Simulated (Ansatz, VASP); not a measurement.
## NaCl: VASP beside Ansatz

```
Na Cl
1.0
     3.66021    0.00000    0.00000
     0.00000    3.66021    0.00000
     0.00000    0.00000    3.66021
Na Cl
1 1
Direct
  0.00000 0.00000 0.00000
  0.50000 0.50000 0.50000
```

Alike in both runs: task single point; functional r2SCAN; k mesh 6 × 6 × 6; occupations gaussian, width 0.02 eV; no spin polarisation.

|  | VASP | Ansatz |
| --- | --- | --- |
| version | VASP 6.6.1 | Ansatz 0.2.0 |
| potentials or method | VASP PAW PBE potentials, release 64 (Na_pv, Cl) | scalar-relativistic, plane waves, PAW |
| plane-wave cutoff (eV) | 520 | 500 |
| valence electrons in the cell | 14 | 16 |

```csv
,VASP,Ansatz,Ansatz less VASP
gap on the k mesh at the Fermi level (eV),4.38,4.36,-0.026
least direct gap on the mesh (eV),4.79,4.76,-0.025
pressure (GPa),-3.5,-3.3,+0.12
```

The two sets of potentials don't hold the same shells in valence.

Caveats: the PAW data sets were made with another functional, which shifts forces and pressure a little (VASP). A k mesh can miss the band edges.
